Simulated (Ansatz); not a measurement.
BN: generalised stacking fault

Method: DFT r2SCAN, scalar-relativistic, plane waves, PAW (Ansatz). The runs took a 500 eV cutoff, a Γ-centred 10×10×2 mesh and Gaussian smearing (0.05 eV). No spin polarisation. Energies are free energies at this smearing, counted from the undisturbed cell; pressure is positive in compression.

Zero of the scan (as given, not relaxed at this level; it stands at -5.2 GPa):

```yaml
crystal:
  lattice:
    - [1.81300, -1.81300, 0.00000]
    - [1.81300, 0.00000, -1.81300]
    - [7.25200, 7.25200, 7.25200]
  atoms:
    - { symbol: B, position: [0.66667, 0.66667, 0.06247] }
    - { symbol: B, position: [0.00000, 0.00000, 0.89580] }
    - { symbol: B, position: [0.33333, 0.33333, 0.22913] }
    - { symbol: B, position: [0.66667, 0.66667, 0.56247] }
    - { symbol: B, position: [0.00000, 0.00000, 0.39580] }
    - { symbol: B, position: [0.33333, 0.33333, 0.72913] }
    - { symbol: N, position: [0.66667, 0.66667, 0.43747] }
    - { symbol: N, position: [0.00000, 0.00000, 0.27080] }
    - { symbol: N, position: [0.33333, 0.33333, 0.60413] }
    - { symbol: N, position: [0.66667, 0.66667, 0.93747] }
    - { symbol: N, position: [0.00000, 0.00000, 0.77080] }
    - { symbol: N, position: [0.33333, 0.33333, 0.10413] }
```

The cut lies on the cell's a–b face, a (1 -1 1) plane (indices in the standard cell, whose axes needn't be the Cartesian ones shown) of area 5.69 Å², between layers 1.57 Å apart. Vector c is tilted by f times 1·a + 1·b (length 4.441 Å) with the atoms' Cartesian places fixed: one unrelaxed fault a cell.

| f | γ (mJ/m²) | shear traction, the slope of γ along the slip (GPa) | gap on the mesh (eV) |
| --- | --- | --- | --- |
| 0.0000 | 0 | 0.0 | 4.99 |
| 0.0833 | 1305 | 70.9 | 4.51 |
| 0.1667 | 5066 | 125.7 | 3.78 |
| 0.2500 | 9802 | 114.7 | 2.73 |
| 0.3333 | 12187 | 0.1 | 2.05 |
| 0.4167 | 10493 | -68.1 | 2.59 |
| 0.5000 | 8318 | -41.4 | 3.32 |
| 0.5833 | 7615 | 0.7 | 3.07 |
| 0.6667 | 7831 | 0.0 | 3.01 |
| 0.7500 | 6911 | -54.5 | 3.02 |
| 0.8333 | 4075 | -88.3 | 3.47 |
| 0.9167 | 1171 | -60.3 | 4.42 |